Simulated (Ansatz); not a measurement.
`[SiH3]C1[SiH2][Te]1` + `N=C(N)O` → `N=C(N)O[SiH3]` + `C1[SiH2][Te]1`  (ligand exchange at the Si–C bond)

Isolated molecules relaxed with PBE0-D4/def2-TZVP in Ansatz; ΔE leaves out vibrations. CCSD(T)/CBS adds triple-zeta CCSD(T) − MP2 to the extrapolated MP2 energy (def2 sets, frozen cores). DFT in def2-TZVPP. B3LYP here is the variant with VWN-RPA as its local correlation; programs differ in this. Elements past krypton have def2 core potentials. For Te outer-core shells are correlated without core-valence functions, which leaves a few kJ/mol of doubt a bond. Each species was taken in one conformer, which may not be the lowest.

`[SiH3]C1[SiH2][Te]1`:

Cartesian coordinates in Å:
```
Si 0.923 0.693 -1.018
C 0.396 -0.442 0.355
Si -1.292 -0.361 1.087
Te -0.766 -2.196 -0.420
H 1.848 0.009 -1.960
H -0.285 1.143 -1.755
H 1.622 1.883 -0.453
H 1.183 -0.794 1.019
H -2.194 0.712 0.613
H -1.435 -0.647 2.532
```

`N=C(N)O`:

```xyz
8

N    -0.773   -0.453   -1.040
C    -0.040    0.014   -0.117
N     0.853   -0.757    0.565
O     0.032    1.296    0.328
H    -1.331    0.259   -1.498
H     0.729   -1.747    0.449
H     1.133   -0.437    1.475
H    -0.603    1.826   -0.162
```

`N=C(N)O[SiH3]`:

Z-matrix (Å, degrees):
```
Si
O 1 1.664
H 1 1.484 2 110.5
H 1 1.478 2 104.5 3 -119.4
H 1 1.484 2 110.5 3 121.1
C 2 1.358 1 123.9 3 -60.6
N 6 1.363 2 110.1 1 -176.5
N 6 1.268 2 127.9 1 1.9
H 7 1.004 6 117.1 2 -22.3
H 7 1.004 6 115.3 2 -166.8
H 8 1.014 6 113.6 2 -1.9
```

`C1[SiH2][Te]1`:

Cartesian coordinates in Å:
```
C 0.822 0.381 -0.223
Si -0.692 -0.481 0.370
Te -0.876 1.093 -1.475
H 1.551 -0.157 -0.818
H 1.245 1.191 0.362
H -1.233 -0.098 1.693
H -0.818 -1.929 0.091
```

| level | ΔE (kJ/mol) | difference from CCSD(T)/CBS |
| --- | --- | --- |
| PBE-D4 | -53.0 | 7.4 |
| r2SCAN-D4 | -63.1 | -2.7 |
| PBE0-D4 | -55.0 | 5.4 |
| B3LYP-D4 | -65.5 | -5.1 |
| ωB97X-V | -64.0 | -3.6 |
| ωB97M-V | -62.7 | -2.3 |
| B2PLYP | -68.0 | -7.6 |
| PBE | -56.2 | 4.2 |
| r2SCAN | -63.7 | -3.3 |
| PBE0 | -57.9 | 2.5 |
| B3LYP | -71.0 | -10.6 |
| HF/def2-TZVPP | -80.3 | -19.9 |
| MP2/def2-TZVPP | -59.2 | 1.2 |
| SCS-MP2/def2-TZVPP | -64.4 | -4.0 |
| CCSD/def2-TZVPP | -65.1 | -4.7 |
| CCSD(T)/def2-TZVPP | -62.5 | -2.1 |
| HF/def2-QZVPP | -81.6 | -21.2 |
| MP2/def2-QZVPP | -58.4 | 2.0 |
| SCS-MP2/def2-QZVPP | -63.6 | -3.2 |
| HF/CBS(def2) | -81.8 | -21.4 |
| MP2/CBS(def2) | -57.0 | 3.4 |
| CCSD/CBS(def2) | -63.0 | -2.6 |
| CCSD(T)/CBS | -60.4 | 0 |

Largest T1 diagnostic among the species: 0.013.

The D4 term adds +5.5 kJ/mol with B3LYP and +2.9 kJ/mol with PBE0; it sums over pairs of atoms, weighted by their polarisabilities, and B3LYP, whose exchange is more repulsive, gets the larger term. In def2-TZVPP, CCSD(T) changes the Hartree–Fock value by +17.8 kJ/mol (the triples alone add +2.7 kJ/mol) and MP2 by +21.1 kJ/mol.

CCSD(T)/CBS has its own doubt, a few kJ/mol and more with outer-core shells, so smaller differences from it don't rank the levels.
